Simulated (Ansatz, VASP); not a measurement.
# Cross-check of SiGe2 between VASP and Ansatz

Wanted: the spread between two codes on one cell, functional and k mesh. The cell is generated by rule, not measured, and may not be a known phase. The cell is taken from a series of runs on this material, whose earlier steps may have relaxed, scaled, displaced or heated it; both programs get it as it stands.

Method: plane waves, with VASP 6.6.1 beside it; single point at r2SCAN, in Ansatz 0.2.0.

**1. The starting structure**

It takes space group Pn-3m (No. 224, cubic). Conventional cell: a = 5.792 Å, b = 5.792 Å, c = 5.792 Å, α = 90.00°, β = 90.00°, γ = 90.00°. Nearest to Si lie 4 Ge at 2.51 Å. Nearest to Ge lie 2 Si at 2.51 Å. Farther neighbours are not listed.

Coordinates:

```
Si Ge
1.0
     5.79198    0.00000    0.00000
     0.00000    5.79198    0.00000
     0.00000    0.00000    5.79198
Si Ge
2 4
Cartesian
  0.0000 0.0000 0.0000
  2.8960 2.8960 2.8960
  1.4480 1.4480 1.4480
  4.3440 4.3440 1.4480
  4.3440 1.4480 4.3440
  1.4480 4.3440 4.3440
```

**2. VASP: single point, r2SCAN, pair 1**

A single point gives forces, pressure and levels at one fixed geometry, so differences don't come from the geometry; what else differs is listed under the comparison.

Lines of VASP's logs that name or quote its potential files are left out, and so is its time.

Input file INCAR:

```
SYSTEM = SiGe2
PREC = Accurate
ENCUT = 550
EDIFF = 1E-06
NELM = 120
ISMEAR = 0
SIGMA = 0.1
LREAL = .FALSE.
ALGO = Normal
METAGGA = R2SCAN
LASPH = .TRUE.
NBANDS = 39
LORBIT = 11
LWAVE = .FALSE.
LCHARG = .FALSE.
ISIF = 2
GGA_COMPAT = .FALSE.
LMIXTAU = .TRUE.
KPAR = 2
```

Input file POSCAR:

```
SiGe2
1.0
    5.7919800000      0.0000000000      0.0000000000
    0.0000000000      5.7919800000      0.0000000000
    0.0000000000      0.0000000000      5.7919800000
Si Ge
2 4
Direct
    0.0000000000      0.0000000000      0.0000000000
    0.5000000000      0.5000000000      0.5000000000
    0.2500000000      0.2500000000      0.2500000000
    0.7500000000      0.7500000000      0.2500000000
    0.7500000000      0.2500000000      0.7500000000
    0.2500000000      0.7500000000      0.7500000000
```

Input file KPOINTS:

```
Automatic mesh
0
Gamma
4 4 4
0 0 0
```

PAW data sets: Si and Ge_d (PBE family, release 64).

The run is started by

```
mpirun -np 2 vasp_std
```

Numbers of over 12 decimals in the logs are rounded to 6 here.

What it wrote:

```text
[banner, memory and clock lines left out]
running    2 mpi-ranks, on    1 nodes
 distrk:  each k-point on    1 cores,    2 groups
 distr:  one band on    1 cores,    1 groups

 POSCAR found type information on POSCAR SiGe
 POSCAR found :  2 types and       6 ions
|                                                                             |
|               ----> ADVICE to this user running VASP <----                  |
|                                                                             |
|     You enforced a specific xc type in the INCAR file but a different       |
|     [... a line on the potential file left out ...]
|     I HOPE YOU KNOW WHAT YOU ARE DOING!                                     |
|                                                                             |

 LDA part: xc-table for (None), standard interpolation
 POSCAR, INCAR and KPOINTS ok, starting setup
 FFT: planning ... GRIDC
 FFT: planning ... GRID_SOFT
 FFT: planning ... GRID
 WAVECAR not read
 entering main loop
       N       E                     dE             d eps       ncg     rms          rms(c)
DAV:   1     0.583759744736E+03    0.58376E+03   -0.33128E+04   951   0.351E+03
DAV:   2     0.366943826100E+02   -0.54707E+03   -0.52903E+03   780   0.943E+02
DAV:   3    -0.658748554520E+02   -0.10257E+03   -0.99550E+02   892   0.215E+02
DAV:   4    -0.725631569334E+02   -0.66883E+01   -0.66186E+01   924   0.617E+01
DAV:   5    -0.727646027083E+02   -0.20145E+00   -0.20130E+00   882   0.116E+01    0.518E+00
DAV:   6    -0.684796929066E+02    0.42849E+01   -0.10470E+00   900   0.123E+01    0.306E+00
DAV:   7    -0.630157410547E+02    0.54640E+01   -0.12899E+00   815   0.753E+00    0.123E+00
DAV:   8    -0.647329264912E+02   -0.17172E+01   -0.77861E-01   864   0.453E+00    0.445E-01
DAV:   9    -0.652827349178E+02   -0.54981E+00   -0.17176E-01   940   0.206E+00    0.436E-01
DAV:  10    -0.653912380282E+02   -0.10850E+00   -0.67780E-02   808   0.178E+00    0.205E-01
DAV:  11    -0.651653838999E+02    0.22585E+00   -0.34924E-01   780   0.246E+00    0.943E-02
DAV:  12    -0.654239875804E+02   -0.25860E+00   -0.20833E-01   780   0.180E+00    0.103E-01
DAV:  13    -0.654134738132E+02    0.10514E-01   -0.17758E-02   902   0.653E-01    0.766E-02
DAV:  14    -0.654200896719E+02   -0.66159E-02   -0.13132E-03   836   0.157E-01    0.393E-02
DAV:  15    -0.654265384341E+02   -0.64488E-02   -0.42111E-03   870   0.396E-01    0.307E-02
DAV:  16    -0.654268980696E+02   -0.35964E-03   -0.56260E-04   839   0.126E-01    0.199E-02
DAV:  17    -0.654269094603E+02   -0.11391E-04   -0.10725E-04   822   0.664E-02    0.158E-02
DAV:  18    -0.654269482249E+02   -0.38765E-04   -0.10801E-05   718   0.264E-02    0.126E-02
DAV:  19    -0.654269102793E+02    0.37946E-04   -0.18530E-05   829   0.365E-02    0.389E-03
DAV:  20    -0.654269341632E+02   -0.23884E-04   -0.47603E-06   662   0.148E-02    0.320E-03
DAV:  21    -0.654269494789E+02   -0.15316E-04   -0.33424E-06   669   0.110E-02    0.233E-03
DAV:  22    -0.654269550286E+02   -0.55497E-05   -0.58137E-06   648   0.150E-02    0.275E-03
DAV:  23    -0.654269545997E+02    0.42895E-06   -0.48207E-07   474   0.515E-03
   1 F= -.65426955E+02 E0= -.65407724E+02  d E =-.384612E-01
```

OUTCAR, selected parts (step 2):

```text
ion  position               nearest neighbor table
   1  0.000  0.000  0.000-   3 2.51   4 2.51   5 2.51   6 2.51
   2  0.500  0.500  0.500-   3 2.51   4 2.51   5 2.51   6 2.51
   3  0.250  0.250  0.250-   1 2.51   2 2.51
   4  0.750  0.750  0.250-   1 2.51   2 2.51
   5  0.750  0.250  0.750-   1 2.51   2 2.51
   6  0.250  0.750  0.750-   1 2.51   2 2.51

  LATTYP: Found a simple cubic cell.
 ALAT       =     5.7919800000

 Subroutine GETGRP returns: Found 48 space group operations
 (whereof 24 operations were pure point group operations)

The static configuration has the point symmetry T_d .
 The point group associated with its full space group is O_h .

 Found     10 irreducible k-points:

   k-points           NKPTS =     10   k-points in BZ     NKDIM =     10   number of bands    NBANDS=     39

   dimension x,y,z NGX =    48 NGY =   48 NGZ =   48
   dimension x,y,z NGXF=    96 NGYF=   96 NGZF=   96

   ENCUT  =  550.0 eV  40.42 Ry    6.36 a.u.  11.08 11.08 11.08*2*pi/ulx,y,z

   NELECT =      64.0000    total number of electrons

 k-points in reciprocal lattice and weights: Automatic mesh
   0.00000000  0.00000000  0.00000000       0.016
   0.25000000  0.00000000  0.00000000       0.094
   0.50000000  0.00000000  0.00000000       0.047
   0.25000000  0.25000000  0.00000000       0.188
   0.50000000  0.25000000  0.00000000       0.188
   0.50000000  0.50000000  0.00000000       0.047
   0.25000000  0.25000000  0.25000000       0.125
   0.50000000  0.25000000  0.25000000       0.188
   0.50000000  0.50000000  0.25000000       0.094
   0.50000000  0.50000000  0.50000000       0.016

 average (electrostatic) potential at core
       1 -90.9263       2 -90.9263       3 -82.4374       4 -82.4374       5 -82.4374
       6 -82.4374

 E-fermi :   2.1440

 k-point     1 :       0.0000    0.0000    0.0000
  band No.  band energies     occupation
    ...
     27      -1.0172      2.00000
     28      -1.0172      2.00000
     29      -0.6803      2.00000
     30       0.2126      2.00000
     31       0.2126      2.00000
     32       3.0164      0.00000
     33       3.0164      0.00000
     34       3.0164      0.00000
     35       3.5152      0.00000
     36       3.5152      0.00000
    ...

 k-point     2 :       0.2500    0.0000    0.0000
  band No.  band energies     occupation
    ...
     27      -1.0695      2.00000
     28      -1.0695      2.00000
     29       0.4709      2.00000
     30       0.6114      2.00000
     31       0.9429      2.00000
     32       2.3017      0.02571
     33       2.4026      0.00025
     34       2.4026      0.00025
     35       3.2471      0.00000
     36       3.3152      0.00000
    ...

 k-point     3 :       0.5000    0.0000    0.0000
  band No.  band energies     occupation
    ...
     28      -1.1293      2.00000
     29       1.2171      2.00000
     30       1.2171      2.00000
     31       1.5109      2.00000
     32       1.5109      2.00000
     33       2.2883      0.04127
     34       2.2883      0.04127
     35       2.8570      0.00000
     36       2.8570      0.00000
     37       3.0274      0.00000
    ...

  Total       -6.9539548     -6.9539548     -6.9539548      0.0000000      0.0000000     -0.0000000
  in kB      -57.3404752    -57.3404752    -57.3404752      0.0000000      0.0000000     -0.0000000
  external PRESSURE =     -57.3404752 kB  Pullay stress =       0.0000000 kB

  energy-cutoff  :      550.00
  volume of cell :      194.30
      direct lattice vectors                 reciprocal lattice vectors
     5.791980000  0.000000000  0.000000000     0.172652530  0.000000000  0.000000000
     0.000000000  5.791980000  0.000000000     0.000000000  0.172652530  0.000000000
     0.000000000  0.000000000  5.791980000     0.000000000  0.000000000  0.172652530

 POSITION                                       TOTAL-FORCE (eV/Angst)
 -----------------------------------------------------------------------------------
      0.00000      0.00000      0.00000        -0.000000      0.000000     -0.000000
      2.89599      2.89599      2.89599        -0.000000      0.000000     -0.000000
      1.44799      1.44799      1.44799        -0.000000      0.000000     -0.000000
      4.34398      4.34398      1.44799         0.000000     -0.000000      0.000000
      4.34398      1.44799      4.34398         0.000000     -0.000000      0.000000
      1.44799      4.34398      4.34398        -0.000000      0.000000      0.000000
 -----------------------------------------------------------------------------------
    total drift:                                0.000000     -0.000000      0.000000

  FREE ENERGIE OF THE ION-ELECTRON SYSTEM (eV)
  ---------------------------------------------------
  free  energy   TOTEN  =       -65.4269545997 eV

  energy  without entropy=      -65.3884933566  energy(sigma->0) =      -65.40772398

 total charge
# of ion       s       p       d       tot
------------------------------------------
    1        0.840   0.730   0.000   1.570
    2        0.840   0.730   0.000   1.570
    3        1.234   0.911   9.978  12.123
    4        1.234   0.911   9.978  12.123
    5        1.234   0.911   9.978  12.123
    6        1.234   0.911   9.978  12.123
--------------------------------------------------
tot          6.615   5.105  39.911  51.632

[... 3 further parts left out ...]
```

The run ends at a pressure of -5.73 GPa.

**3. Ansatz: single point, r2SCAN, pair 1**

Ansatz runs on its default PAW (the set named soft_2) files.

The same cell, functional, mesh and smearing now go to Ansatz, which takes its cutoff from its data sets.

Input file input.yaml:

```yaml
crystal:
  lattice:
    - [5.79198, 0.0, 0.0]
    - [0.0, 5.79198, 0.0]
    - [0.0, 0.0, 5.79198]
  atoms:
    - { symbol: Si, position: [0.0, 0.0, 0.0] }
    - { symbol: Si, position: [0.5, 0.5, 0.5] }
    - { symbol: Ge, position: [0.25, 0.25, 0.25] }
    - { symbol: Ge, position: [0.75, 0.75, 0.25] }
    - { symbol: Ge, position: [0.75, 0.25, 0.75] }
    - { symbol: Ge, position: [0.25, 0.75, 0.75] }
kpoints:
  mp_grid: { grid: [4, 4, 4] }
hamiltonian:
  xc: r2scan
scf:
  occupations: { method: gaussian, width: 0.1 }
output:
  forces: true
  stress: true
  eigenvalues: true
```

The run is started by

```
ansatz run input.yaml --threads 8 --pin off --max-ram 14336MiB --backend cpu --events-out ev --progress --plain --runs-dir out
```

What it wrote:

```text
Engine: ansatz 0.2.0, aarch64-unknown-linux-gnu
Pseudopotentials: kind: paw
Pseudopotential: Si, paw, valence charge 4, recommended cutoff 500 eV (meta_gga), Si.paw.azcp
Pseudopotential: Ge, paw, valence charge 14, recommended cutoff 500 eV (meta_gga), Ge.paw.azcp
Functional definition: r2SCAN
  parameter k0 = 0.174
  parameter k1 = 0.065
  parameter a1 = 4.9479
  exchange = r2scan_x(k0 = k0, k1 = k1, a1 = a1)
  correlation = r2scan_c
Crystal: 6 atoms, lattice volume = 194.304 Å³
Basis set: ecut = 500 eV, 4945 PW (Γ), exchange–correlation on 180×180×180 points (64 copies of the dense FFT grid, shifted against one another)
Bands: 39, of which v1, the nominal top of the filled ones, is band 32 counted from 1 (31 counted from 0)
Symmetry: 48 space group operations
Space group: Pn-3m (ITA 224), of the structure as read, at distance tolerance 5.8e-5 Å
k-points: 10 of 64
Non-local potential: Si, projectors of the file, l = 0: 2, l = 1: 2, l = 2: 2
Non-local potential: Ge, projectors of the file, l = 0: 2, l = 1: 2, l = 2: 3, l = 3: 1
PAW form: soft (Blöchl's): semilocal exchange-correlation on the pseudo side does not see the compensation charge
PAW frozen core: Si, regenerated for the run's functional (the file was generated under x = pbe(κ = 0.804, μ = 0.219515), c = pbe(β = 0.066725))
PAW frozen core: Ge, regenerated for the run's functional (the file was generated under x = pbe(κ = 0.804, μ = 0.219515), c = pbe(β = 0.066725))
PAW one-centre angular grid: Si, 302 points (default); XC on 160 Gauss nodes
PAW one-centre angular grid: Ge, 590 points (default); XC on 160 Gauss nodes
Initial density: superposition of atomic densities (neutral atoms: chi_scale 0, normalization atom), corrected by the library's trained network
Initial wavefunctions: pseudopotential atomic-orbital guess
Functional: x = r2scan, c = r2scan; τ floored in thin density (d = 2e-4 eV/Å³)
SCF iter   1: F=—  HF=-18482.138369 eV  |F-HF|=—  |Δ(HF+E_count)|=         —  Δρ=4.80e-3  dr2=3.80e-2  dr2_τ=3.68e-3  ethr=1.77e-3  ⟨swp⟩=7.4  Hψ=1584  notcnv=0
preconditioner: auto → Resta (q_TF=auto, 2.267 Å⁻¹)  ε∞=5.1  [insulator: Δε(μ)=0.105 eV  Ē_g=6.474 eV  σ=0.100 eV  W_gap=0.50  n_scr=32 (ndim 8)  ℏωp=13.1 eV  f_vac=0.001  D(μ)=7.82/eV (n_scr^D=80)  ε∞_Penn≈5.1]
SCF iter   2: F=—  HF=-18482.152621 eV  |F-HF|=—  |Δ(HF+E_count)|=   1.43e-2  Δρ=1.69e-3  dr2=5.93e-3  dr2_τ=6.21e-5  ethr=5.95e-5  ⟨swp⟩=2.0  Hψ=849  notcnv=0  defer=11
preconditioner: auto → Kerker (q_TF=auto, 2.267 Å⁻¹)  [metal: Δε(μ)=0.102 eV  Ē_g=6.470 eV  σ=0.100 eV  W_gap=0.49  n_scr=32 (ndim 8)  ℏωp=13.1 eV  f_vac=0.001  D(μ)=7.88/eV (n_scr^D=80)]
SCF iter   3: F=—  HF=-18482.152386 eV  |F-HF|=—  |Δ(HF+E_count)|=   2.35e-4  Δρ=1.12e-3  dr2=2.31e-3  dr2_τ=1.66e-5  ethr=9.27e-6  ⟨swp⟩=2.0  Hψ=695  notcnv=0  defer=11
SCF iter   4: F=—  HF=-18482.152377 eV  |F-HF|=—  |Δ(HF+E_count)|=   9.10e-6  Δρ=1.31e-4  dr2=2.75e-5  dr2_τ=2.65e-7  ethr=3.61e-6  ⟨swp⟩=2.0  Hψ=495  notcnv=0  defer=11
SCF iter   5: F=—  HF=-18482.152399 eV  |F-HF|=—  |Δ(HF+E_count)|=   2.24e-5  Δρ=4.29e-5  dr2=4.08e-6  dr2_τ=3.11e-8  ethr=4.30e-8  ⟨swp⟩=2.0  Hψ=708  notcnv=0  defer=11
SCF iter   6: F=—  HF=-18482.152407 eV  |F-HF|=—  |Δ(HF+E_count)|=   7.32e-6  Δρ=1.27e-5  dr2=6.21e-7  dr2_τ=2.87e-9  ethr=6.38e-9  ⟨swp⟩=3.0  Hψ=766  notcnv=0  defer=11
SCF iter   7: F=-18482.152407 eV  HF=-18482.152407 eV  |F-HF|=1.25e-8  |Δ(HF+E_count)|=   6.99e-7  Δρ=3.60e-6  dr2=4.34e-8  dr2_τ=2.22e-10  ethr=1.56e-10  ⟨swp⟩=10.9  Hψ=1793  notcnv=0
SCF 1 converged in 7 iterations: F = -18482.152407 eV  dr2 = 4.34e-8
  greatest PAW one-centre occupation: 0.998 electrons in one spin orbital (limit 2), on the Ge atom at site 2 (counted from 0), in its partial waves of l = 2
SCF converged after 7 iterations
Free energy (F): -18482.152407 eV
Harris-Foulkes:  -18482.152407 eV  (|F-HF|=1.25e-8)
Internal energy: -18482.113768 eV  (E = F + TS)
E sigma→0 (E₀):  -18482.133087 eV
Entropy (-TS):   -0.038640 eV (-6.440 meV/atom)
Fermi energy:    3.911082 eV
--- Per-component energies (eV) ---
  E_band       = -893.414533
  E_kinetic    = 501.916301
  E_local      = -11166.540126  (includes V_loc(G=0)·N_el)
  E_nonlocal   = 1713.851314
  E_hartree    = 4834.848962
  E_xc         = -366.734773
  E_vxc        = -354.852854  (∫ρ·V_xc dr)
  E_paw        = -9158.654640  (= ΣΔE_a)
  E_vpaw       = -1277.490779  (= ΣTr[D̂ρ^β])
  E_aug_tail   = 0.000066  (compensation charges beyond the density's cutoff)
  E_vtau       = 19.999363  (kinetic-family band-sum trace: ∫τ·v_τ [+ j·A + Jᵃ·Aᵃ] dr)
  E_ewald      = -4836.304942
  E_core_change = -4.495929  (= ΣΔE_core)
  E_smearing   = -0.038640  (= −TS)
  E_closure    = -0.000000  (closes the sum)
  Σ components = -18482.152407   (vs F -18482.152407, Δ=0.00e0)
--- Forces (eV/Å), atoms counted from 1 ---
  atom   1  Si    -0.00000000    -0.00000000    -0.00000000
  atom   2  Si    -0.00000000    -0.00000000     0.00000000
  atom   3  Ge     0.00000000    -0.00000000    -0.00000000
  atom   4  Ge     0.00000000    -0.00000000    -0.00000000
  atom   5  Ge     0.00000000    -0.00000000     0.00000000
  atom   6  Ge     0.00000000    -0.00000000    -0.00000000
  max |Σ_I F_I| component: 1.85e-17 eV/Å
--- Stress (GPa, compression-positive) ---
       -5.717927       0.000000       0.000000
       -0.000000      -5.717927       0.000000
        0.000000       0.000000      -5.717927
  P = ⅓ Tr σ = -5.7179 GPa (-57.179 kbar)
--- Band table (eV; the first three rows and the last of 10) ---
  k-point 0: bands = [... 28 lower, 1.0908, 1.9778, 1.9778, 4.7845, 4.7845, 4.7845, 5.2815, 5.2815, ... 3 higher]
  k-point 1: bands = [... 28 lower, 2.2362, 2.3768, 2.7114, 4.0686, 4.1694, 4.1694, 5.0120, 5.0813, ... 3 higher]
  k-point 2: bands = [... 28 lower, 2.9829, 2.9829, 3.2775, 3.2775, 4.0551, 4.0551, 4.6226, 4.6226, ... 3 higher]
  k-point 9: bands = [... 28 lower, 1.8990, 3.4397, 3.4397, 3.4397, 5.3816, 5.3816, 5.9214, 5.9214, ... 3 higher]
```

The run ends at a pressure of -5.72 GPa.

**4. Comparison**

Known differences besides the potentials themselves: VASP keeps PBE cores, Ansatz makes them for the functional; the cutoff is 500 eV in Ansatz and 550 eV in VASP. Total energies have different zeros and are not compared.

Both answers:

```
      quantity  Ansatz   VASP  difference
pressure (GPa)   -5.72  -5.73       +0.02
```

(Part 1 of 2 ends here.)

[Lines on the potential files, build, host, timing and source positions are cut from VASP's logs without a mark.]

[Logs are printed without paths, hosts, clocks, repeated set-up lines and the standing remarks that a program may print on its own settings, such as how far it seeks lower states.]

[Hosts, paths, dates, database ids (printed as entryN), source tags and the programs' standing remarks are cut or masked in the printed files.]
